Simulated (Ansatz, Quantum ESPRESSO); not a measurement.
This is a calculation of BaTiO3 for Ansatz 0.2.0. 

The input input.yaml:

```yaml
crystal:
  lattice:
    - [3.9998, 0.0, 0.0]
    - [0.0, 3.9998, 0.0]
    - [0.0, 0.0, 4.018]
  atoms:
    - { symbol: Ba, position: [0.0, 0.0, 0.0] }
    - { symbol: Ti, position: [0.5, 0.5, 0.49] }
    - { symbol: O, position: [0.0, 0.5, 0.517] }
    - { symbol: O, position: [0.5, 0.0, 0.517] }
    - { symbol: O, position: [0.5, 0.5, 0.019] }
hamiltonian:
  xc: pbe
  pseudopotentials: { kind: paw }
kpoints:
  mp_grid: { grid: [4, 4, 4] }
scf:
  occupations: { method: fermi_dirac, width: 0.05 }
output:
  forces: true
  stress: true
  eigenvalues: true
```

Potentials or basis: Ansatz PAW.

Launch:

```console
$ ansatz run input.yaml --threads 2 --pin off --max-ram 5120MiB --backend cpu --events-out ev --progress --plain --runs-dir out
```

Translate it to Quantum ESPRESSO 7.5. Potentials or basis there: SG15 PBE 1.2, cutoff 1197 eV.

As run (cutoffs and basis follow the program's own potentials, and thresholds, step limits or extra output files can differ):

The input pw.in:

```
&CONTROL
  calculation = 'scf'
  prefix = 'pwscf'
  outdir = './tmp'
  pseudo_dir = './pseudo'
  tprnfor = .true.
  tstress = .true.
  disk_io = 'nowf'
/
&SYSTEM
  ibrav = 0
  nat = 5
  ntyp = 3
  ecutwfc = 88
  nbnd = 28
  occupations = 'smearing'
  smearing = 'fd'
  degauss = 0.00367493
/
&ELECTRONS
  conv_thr = 1d-09
  electron_maxstep = 120
  mixing_beta = 0.5
/
ATOMIC_SPECIES
Ba   137.3270 Ba_ONCV_PBE-1.2.upf
Ti    47.8670 Ti_ONCV_PBE-1.2.upf
O     15.9990 O_ONCV_PBE-1.2.upf
CELL_PARAMETERS angstrom
   3.9998000000    0.0000000000    0.0000000000
   0.0000000000    3.9998000000    0.0000000000
   0.0000000000    0.0000000000    4.0180000000
ATOMIC_POSITIONS crystal
Ba     0.0000000000    0.0000000000    0.0000000000
Ti     0.5000000000    0.5000000000    0.4900000000
O      0.0000000000    0.5000000000    0.5170000000
O      0.5000000000    0.0000000000    0.5170000000
O      0.5000000000    0.5000000000    0.0190000000
K_POINTS automatic
4 4 4 0 0 0
```

Potentials or basis: SG15 PBE 1.2.

The run is started by

```bash
$ OMP_NUM_THREADS=1 mpirun -n 4 pw.x -nk 2 -in pw.in > pw.out
```

Both were run:

|  | Ansatz | Quantum ESPRESSO |
| --- | --- | --- |
| Pressure | 2.4 GPa | 2.5 GPa |
| Largest force | 0.341 eV/Å | 0.296 eV/Å |

Ansatz's pressure holds a Pulay term of +0.54 GPa for its cutoff of 420 eV, which the other run lacks.

Where Ansatz's input types no cutoff or centring, it takes its own default and a Γ-centred mesh.

Pressure is positive in compression.
